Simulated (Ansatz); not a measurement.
**SiO₂ — O-17 NMR of the central transition**

Cell: a COD entry (perhaps calculated rather than measured) whose atoms were relaxed with PBE, the cell held.

```cif
data_SiO2
_symmetry_space_group_name_H-M 'I-42d'
_symmetry_Int_Tables_number 122
_cell_length_a 4.7481
_cell_length_b 4.7481
_cell_length_c 7.4880
_cell_angle_alpha 90.000
_cell_angle_beta 90.000
_cell_angle_gamma 90.000
loop_
_atom_site_label
_atom_site_type_symbol
_atom_site_symmetry_multiplicity
_atom_site_Wyckoff_symbol
_atom_site_fract_x
_atom_site_fract_y
_atom_site_fract_z
Si Si 4 a 0.0000 0.0000 0.0000
O O 8 d 0.2500 0.6264 0.3750
```

One atom of each set is listed; the run and its k-mesh use a cell of 6 atoms with edges of 5.03, 5.03, 5.03 Å.

The numbers come from a DFT calculation in Ansatz (PBE, plane waves and PAW (field gradients read without the response of the frozen cores, which leaves them typically 4 to 6 % off), scalar-relativistic, 420 eV cutoff, Γ-centred 6×6×6 k-points, Fermi–Dirac smearing 0.02 eV).

O-17 has I = 5/2 and Q = -25.58 mb (Pyykkö 2018); at 9.4 T its Larmor frequency is ν₀ = 54.3 MHz. Only the quadrupole interaction is simulated: positions count from each site's isotropic chemical shift, and shift anisotropy, dipolar and J coupling are left out.

Q: Give C_Q, η, the quadrupolar product P_Q = |C_Q|(1 + η²/3)^½, the second-order isotropic shift and the breadth of the pattern (static powder) for each O site.

A: 

| site | first shell | C_Q (MHz) | η | P_Q (MHz) | δ_QIS (ppm) | breadth (kHz) |
| --- | --- | --- | --- | --- | --- | --- |
| O | 2 Si at 1.63 Å, angle 137° | -5.73 | 0.34 | 5.83 | -69.3 | 24.6 |

δ_QIS = −(ν_Q²/30ν₀²)[I(I+1) − 3/4](1 + η²/3) × 10⁶ ppm with ν_Q = 3|C_Q|/[2I(2I−1)]; it falls as 1/B₀² in ppm, and the breadth as 1/B₀ in kHz.

At O V_zz runs parallel to the line that joins its two neighbours (within 1°).

The relaxation (4 steps) took 8 s of wall time (7.9 s of CPU time) and 0.4 GiB at its peak, on 1 thread of AMD EPYC 9R14 (Zen 4) (x86_64; 16 cores open to the job, memory cap 3.0 GiB, no GPU), a shared host with a load of 0.2 a core.
